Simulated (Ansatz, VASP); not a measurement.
Sb in VASP and in Ansatz

```
Sb
1.0
     2.39159   -2.74040    0.00000
     2.39159    2.74040    0.00000
     0.00000    0.00000    4.55946
Sb
2
Direct
  0.75000 0.25000 0.89799
  0.25000 0.75000 0.10201
```

Alike in both runs: task relaxation of cell and atoms; functional PBE; k mesh 6 × 6 × 4; occupations gaussian, width 0.1 eV; no spin polarisation.

|  | VASP | Ansatz |
| --- | --- | --- |
| version | VASP 6.6.1 | Ansatz 0.2.0 |
| potentials or method | VASP PAW PBE potentials, release 64 (Sb) | scalar-relativistic, plane waves, PAW |
| plane-wave cutoff (eV) | 600 | 420 |
| valence electrons in the cell | 10 | 30 |

VASP gave:

```
gap on the k mesh at the Fermi level, each at its own relaxed structure (eV) : none
relaxed volume (Å³/atom)                                                     : 29.74
relaxed cell length with the largest relative difference (Å)                 : 4.302
energy change over the relaxation (meV/atom)                                 : -719
```

Question: Estimate Ansatz's values.

Answer: gap on the k mesh at the Fermi level, each at its own relaxed structure (eV): none; relaxed volume (Å³/atom): 29.60; relaxed cell length with the largest relative difference (Å): 4.435; energy change over the relaxation (meV/atom): -706.

A gap of «none» marks a metal or a gap that the smearing closes. The two sets of potentials don't hold the same shells in valence.

Spin-orbit coupling is left out, which matters for the levels of Sb.
